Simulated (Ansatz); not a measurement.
Input and command of a plane-wave DFT calculation in Ansatz:

```yaml
crystal:
  lattice:
    - [0.0, 6.4893430479, -6.4893430479]
    - [6.4893430479, 6.4893430479, 0.0]
    - [6.4893430479, 0.0, -6.4893430479]
  atoms:
    - { symbol: Cd, position: [0.0, 0.25, 0.5] }
    - { symbol: Cd, position: [0.5, 0.0, 0.5] }
    - { symbol: Cd, position: [0.5, 0.5, 0.5] }
    - { symbol: Cd, position: [0.0, 0.0, 1.0] }
    - { symbol: Cd, position: [0.0, 0.5, 1.0] }
    - { symbol: Cd, position: [0.5, 0.0, 1.0] }
    - { symbol: Cd, position: [0.5, 0.5, 1.0] }
    - { symbol: Te, position: [0.125, 0.125, 0.125] }
    - { symbol: Te, position: [0.125, 0.625, 0.125] }
    - { symbol: Te, position: [0.625, 0.125, 0.125] }
    - { symbol: Te, position: [0.625, 0.625, 0.125] }
    - { symbol: Te, position: [0.125, 0.125, 0.625] }
    - { symbol: Te, position: [0.125, 0.625, 0.625] }
    - { symbol: Te, position: [0.625, 0.125, 0.625] }
    - { symbol: Te, position: [0.625, 0.625, 0.625] }
total_charge: -2
basis:
  ecutwfc: 420
kpoints:
  mp_grid: { grid: [4, 4, 4] }
hamiltonian:
  xc: pbesol
scf:
  occupations: { method: gaussian, width: 0.05 }
output:
  forces: true
  stress: true
  eigenvalues: true
relax:
  adjacent_minimum: "off"
  f_tol: 0.02
  max_steps: 60
  escape_saddle: false
```

```bash
ansatz run input.yaml --threads 4 --pin off --max-ram 9216MiB --backend cpu --events-out ev --progress --plain --runs-dir out
```

Processor: Arm Neoverse N1, 4 threads, on a host shared with other jobs.

Task: How long does it run, and how much memory does it take?

Result: About 16 min on 4 threads of Arm Neoverse N1, on a shared host, peak memory 2.7 GiB. It solves 162 bands at 18 k points (the mesh reduced by the symmetry that the task leaves, which can be less than the crystal's) with about 10777 plane waves, in 63 SCF iterations over 10 ionic steps.
